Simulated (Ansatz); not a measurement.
Runs of Ansatz 0.2.0 on InSe. It takes space group C2/m (No. 12, monoclinic). Conventional cell: a = 11.653 Å, b = 4.109 Å, c = 5.073 Å, α = 90.00°, β = 109.86°, γ = 90.00°. In (site symmetry m) is surrounded by 3 Se at 2.68 to 2.69 Å and 1 In at 2.80 Å. Se (site symmetry m) has 3 In at 2.68 to 2.69 Å as nearest neighbours. The cell comes from a database or a generator and needn't be the stable form of this composition.

```tsv
task	cell	k mesh	smearing	points for each segment of the path	gap on the mesh (eV)	pressure (GPa)	largest force (eV/Å)
relaxation of cell and atoms	relaxed	7 × 7 × 6	fermi-dirac 0.05 eV	-	(a)	0.0	-
band structure	as given	7 × 7 × 6	fermi-dirac 0.05 eV	14	1.14	1.5	0.24
relaxation of the atoms	atoms relaxed	5 × 5 × 5	fermi-dirac 0.05 eV	-	1.19	0.8	-
relaxation of the atoms	atoms relaxed from: strained by -2 %	5 × 5 × 5	fermi-dirac 0.05 eV	-	1.22	1.1	-
single point	as given	7 × 7 × 6	gaussian 0.011 eV	-	1.14	1.5	0.24
```

Alike in all rows: level PBE; potentials or basis Ansatz PAW; no spin polarisation; cutoff (eV) 420.

Problem. Estimate the missing entries.

Solution. (a) 1.08.

Caveats: spin-orbit coupling is left out, which moves the levels of the heavy elements; odd divisions of the mesh miss points on the zone boundary, where band edges often lie, so the gap on the mesh can be too wide (some runs); the thresholds are loose for stress (some runs); the plane-wave basis is chosen anew once the cell has moved, so the energies of steps on either side of that aren't comparable (some runs).

A k mesh can miss the band edges, and the runs leave out spin-orbit coupling on In, Se.
